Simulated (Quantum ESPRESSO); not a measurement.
Crystal: Hf.

```
Hf
1.0
     0.00000    2.22000    2.22000
     2.22000    0.00000    2.22000
     2.22000    2.22000    0.00000
Hf
1
Direct
  0.00000 0.00000 0.00000
```

This isn't the form of Hf at room conditions, which is hcp.

| Item | Value |
| --- | --- |
| Program | Quantum ESPRESSO 7.5 |
| Task | Hubbard U by linear response |
| Functional | PBE |
| Potentials or basis | PseudoDojo 0.4.1 SR PBE standard |
| Cutoff | 789 eV |
| Density cutoff | 3157 eV |
| k mesh | 8 × 8 × 8 |
| Occupations | cold, width 0.2 eV |
| Spin | no spin polarisation |
| Hubbard terms | Hf d U = 4.0 eV |
| Start of the occupations | default |
| Hubbard projectors | ortho-atomic |
| Mixing beta | 0.3 |
| Most SCF iterations | 120 |
| SCF threshold | 2e-10 Ry |
| q mesh | 1 × 1 × 1 |

What Hubbard parameters does linear response give?

U = 0.38 eV on Hf 5d. The values belong to these projectors, potentials and this ground state, and don't carry over to other codes.

Hubbard U from linear response:
| site | manifold | U (eV) |
| --- | --- | --- |
| 1 | Hf-5d | 0.38 |
On the first site the bare response is -0.155 and the screened one -0.147 eV⁻¹.

Eigenvalues of the final occupation matrices:
| site | spin | trace | eigenvalues |
| --- | --- | --- | --- |
| Hf 1 5d | each | 1.53 | 0.25 0.25 0.34 0.34 0.34 |

Caveat: the computed U isn't converged in cell size; U without spin polarisation on a metal has little footing; the U is typed as a test and isn't derived for this compound.
